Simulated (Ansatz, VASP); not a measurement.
## One calculation of V, two programs

The input POSCAR:

```
V
1.0
   -1.5106587644      1.5106587644      1.5106587644
    1.5106587644     -1.5106587644      1.5106587644
    1.5106587644      1.5106587644     -1.5106587644
V
1
Direct
    0.0000000000      0.0000000000      0.0000000000
```

INCAR.step1

```
PREC = Accurate
ENCUT = 520
ISMEAR = 0
SIGMA = 0.05
LREAL = F
LASPH = T
NELM = 60
NBANDS = 12
GGA = PE
ALGO = Normal
EDIFF = 1E-4
LWAVE = T
LCHARG = F
```

File INCAR.step2:

```
PREC = Accurate
ENCUT = 520
EDIFF = 1E-6
ISMEAR = 0
SIGMA = 0.05
LREAL = F
LASPH = T
NELM = 60
ALGO = Normal
ISIF = 2
LWAVE = F
LCHARG = F
METAGGA = R2SCAN
LMIXTAU = T
NBANDS = 12
ISTART = 1
```

File KPOINTS:

```
Automatic mesh
0
Gamma
  20 20 20
```

Input for Ansatz:

```yaml
crystal:
  lattice:
    - [-1.5106587644, 1.5106587644, 1.5106587644]
    - [1.5106587644, -1.5106587644, 1.5106587644]
    - [1.5106587644, 1.5106587644, -1.5106587644]
  atoms:
    - { symbol: V, position: [0.0, 0.0, 0.0] }
basis:
  ecutwfc: 500
  ecutrho_ratio: 4
kpoints:
  mp_grid: { grid: [20, 20, 20] }
hamiltonian:
  xc: r2scan
scf:
  occupations: { method: gaussian, width: 0.05 }
output:
  forces: true
  stress: true
  eigenvalues: true
```

Alike in both runs: task single point; functional r2SCAN; k mesh 20 × 20 × 20; occupations gaussian, width 0.05 eV; no spin polarisation.

|  | VASP | Ansatz |
| --- | --- | --- |
| version | VASP 6.6.1 | Ansatz 0.2.0 |
| potentials or method | VASP PAW PBE potentials, release 64 (V_sv) | scalar-relativistic, plane waves, PAW |
| plane-wave cutoff (eV) | 520 | 500 |
| valence electrons in the cell | 13 | 13 |

```tsv
	VASP	Ansatz	Ansatz less VASP
gap on the k mesh at the Fermi level (eV)	none	none	-
pressure (GPa)	-6.5	-7.1	-0.60
```

A gap of «none» marks a metal or a gap that the smearing closes.

Caveats: the PAW data sets were made with another functional, which shifts forces and pressure a little (VASP).
